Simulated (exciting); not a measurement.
Set up this calculation in exciting (release sodium), as the native input.

```yaml
Task: single point
Functional: PBE
Potentials_or_basis: all-electron LAPW+lo, shipped species files, valence relativity iora*
rgkmax: 7.5
k_mesh: 10 × 10 × 10
Occupations: fermi-dirac, width 0.05 eV
Spin: no spin polarisation
gmaxvr_cutoff_of_density_and_potential: 14 1/bohr
lmaxapw_and_lmaxmat: 10
lmaxvr: 8
nempty: 8
Valence_relativity: iora*
epsengy: 1e-05 Ha
epspot: 1e-05 Ha
maxscl: 60
Muffin-tin_radii: Al 2.0 bohr
```

Al:

```xyz
1
Lattice="2.7218 0.0000 0.0000 0.0000 2.7218 0.0000 0.0000 0.0000 2.7218" Properties=species:S:1:pos:R:3 pbc="T T T"
Al    0.0000    0.0000    0.0000
```

The cell was built by a generator and needn't be a form met in nature.

One way to write it, as run:

input.xml

```xml
<input>
  <title>Al</title>
  <structure speciespath="./" tshift="false">
    <crystal scale="1">
      <basevect>5.143380976961 0.000000000000 0.000000000000</basevect>
      <basevect>0.000000000000 5.143380976961 0.000000000000</basevect>
      <basevect>0.000000000000 0.000000000000 5.143380976961</basevect>
    </crystal>
    <species speciesfile="Al.xml" rmt="2">
      <atom coord="0.000000000000 0.000000000000 0.000000000000"/>
    </species>
  </structure>
  <groundstate do="fromscratch" ngridk="10 10 10" rgkmax="7.5" gmaxvr="14" lmaxapw="10" lmaxmat="10" lmaxvr="8" xctype="GGA_PBE" stype="Fermi Dirac" swidth="0.00183747" nempty="8" ValenceRelativity="iora*" epsengy="1e-05" epspot="1e-05" maxscl="60" tforce="true" outputlevel="normal"/>
  <properties>
    <chargedensityplot>
      <plot3d>
        <box grid="14 14 14">
          <origin coord="0 0 0"/>
          <point coord="1 0 0"/>
          <point coord="0 1 0"/>
          <point coord="0 0 1"/>
        </box>
      </plot3d>
    </chargedensityplot>
    <elfplot>
      <plot3d>
        <box grid="14 14 14">
          <origin coord="0 0 0"/>
          <point coord="1 0 0"/>
          <point coord="0 1 0"/>
          <point coord="0 0 1"/>
        </box>
      </plot3d>
    </elfplot>
    <exccplot>
      <plot3d>
        <box grid="14 14 14">
          <origin coord="0 0 0"/>
          <point coord="1 0 0"/>
          <point coord="0 1 0"/>
          <point coord="0 0 1"/>
        </box>
      </plot3d>
    </exccplot>
  </properties>
</input>
```

Potentials or basis: all-electron LAPW+lo, shipped species files, valence relativity iora*.

The run is started by

```bash
$ OMP_NUM_THREADS=1 exciting_smp
```

It gave:

```
Band gap on the k mesh                            : none (metal or under the smearing width)
All electrons inside the program's atomic spheres : Al 10.86 (radii Al 2.0 bohr)
```

Caveat: the log's total energy holds no entropy term; the free energy is that total less TS from the occupations.

Wall time 22 s on 1 thread of Arm Neoverse V1, with other jobs on the host, peak memory 0.1 GiB.
